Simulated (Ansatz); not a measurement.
The system is GaN.

```
CELL_PARAMETERS angstrom
0.00000 2.25350 2.25350
2.25350 0.00000 2.25350
2.25350 2.25350 0.00000
ATOMIC_POSITIONS crystal
Ga 0.00000 0.00000 0.00000
N 0.25000 0.25000 0.25000
```

The cell is a database's computed one.

- Program: Ansatz 0.2.0
- Task: relaxation of cell and atoms
- Functional: PBE
- Potentials or basis: all-electron LAPW, scalar-relativistic
- Basis error allowed: 0.001 eV/atom
- k mesh: 10 × 10 × 10
- Occupations: fermi-dirac, width 0.05 eV
- Spin: no spin polarisation

At the start: volume 11.44 Å³/atom.

Task: Where does the relaxation end?

Result: Over 5 steps the energy falls by 4.7 meV/atom and the volume is 11.76 Å³/atom (+2.7 %); space group F-43m (No. 216, to 0.05 Å).

The path:
```tsv
step	energy change (eV)	largest force (eV/Å)	volume (Å³)
1	0.0000	0.0000	22.89
2	-0.0077	0.0000	23.25
3	-0.0094	0.0000	23.50
4	-0.0094	0.0000	23.51
5	-0.0094	0.0000	23.51
```

Final structure:
```
Ga N
1.0
     0.00000    2.27388    2.27388
     2.27388    0.00000    2.27388
     2.27388    2.27388    0.00000
Ga N
1 1
Cartesian
  0.0000 0.0000 0.0000
  1.1369 1.1369 1.1369
```
